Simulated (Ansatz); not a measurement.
# Field gradients of HfO2 from run to run

Cell of run 1: a computed structure from the Materials Project (it need not be an observed phase), atoms as given.

Space group Pca2_1 (No. 29); a = 5.2195, b = 5.0048, c = 5.0327 Å.

| site | Wyckoff | site symmetry | x | y | z |
| --- | --- | --- | --- | --- | --- |
| Hf | 4a | 1 | 0.0330 | 0.2675 | 0.2414 |
| O5 | 4a | 1 | 0.3679 | 0.0714 | 0.3793 |
| O7 | 4a | 1 | 0.7339 | 0.4601 | 0.4923 |

One atom of each set is listed.

All runs are DFT with Ansatz 0.2.0 (plane waves and PAW, scalar-relativistic unless spin–orbit coupling is named, Γ-centred meshes, Fermi–Dirac smearing where given) in this cell.

Run 1: PBE, gradients read without the response of the cores, atoms as given; 420 eV, 4×4×4 k-points, smearing 0.02 eV.
Run 2: r2SCAN, gradients read without the response of the cores, atoms as given; 500 eV, 4×4×4 k-points, smearing 0.02 eV.
Run 3: PBE with spin–orbit coupling, gradients read without the response of the cores, atoms as given; 420 eV, 4×4×4 k-points, smearing 0.02 eV.

Question: What does each run give, and what moves the gradients most?

Answer: 

```csv
run,Hf V_zz (η),O5 V_zz (η),O7 V_zz (η)
1,10.66 (0.76),-2.86 (0.61),2.28 (0.26)
2,10.80 (0.75),-2.95 (0.62),2.41 (0.26)
3,10.83 (0.76),-2.88 (0.59),2.27 (0.27)
```

V_zz in 10²¹ V/m². Against run 1, the gradient tensors on these sites move by at most 0.23 in run 2 (Hf), 0.19 in run 3 (Hf). Taken one at a time, the functional (r2SCAN with its higher cutoff) moves the tensors on these sites by up to 0.23 (largest principal value of the change, on Hf), spin–orbit coupling by 0.19 (Hf).

The cell isn't the equilibrium one in runs 1, 3 (calculated pressure 10, 9 GPa), and the entry's cell may itself be off.
